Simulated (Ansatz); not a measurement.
Runs of Ansatz 0.2.0 on In. Symmetry: P6_3/mmc, No. 194, hexagonal system. Conventional cell: a = 3.335 Å, b = 3.335 Å, c = 5.509 Å, α = 90.00°, β = 90.00°, γ = 120.00°. In (site symmetry -6m2) is surrounded by 12 In at 3.34 to 3.36 Å. This isn't the form of In at room conditions, which is tetragonal.

| level | cutoff (eV) | gap on the mesh (eV) | pressure (GPa) |
| --- | --- | --- | --- |
| PBE0 | 420 | none | (a) |
| PBEsol | 420 | none | (b) |
| HSE06 | 420 | none | 0.1 |
| LDA | 420 | none | -3.2 |
| r2SCAN | 500 | none | -0.5 |
| r2SCAN0 | 500 | none | -1.0 |

Alike in all rows: task projected density of states; potentials or basis Ansatz PAW; no spin polarisation; cell as given; k mesh 5 × 5 × 3; smearing fermi-dirac 0.05 eV; the mesh is coarse, so values aren't converged.

Task: Fill in the values left out.

Result: (a) 0.0; (b) -1.6.

Caveats: all runs use coarse meshes; the PAW data sets come from PBE, with cores solved anew for the run's functional, which leaves a small shift of forces and pressure; the density of states is complete only up to the lowest level of the last band computed; the thresholds are loose for stress (some runs).

A k mesh can miss the band edges, and the runs leave out spin-orbit coupling on In.

A gap of «none» marks a metal or a gap under the smearing width.
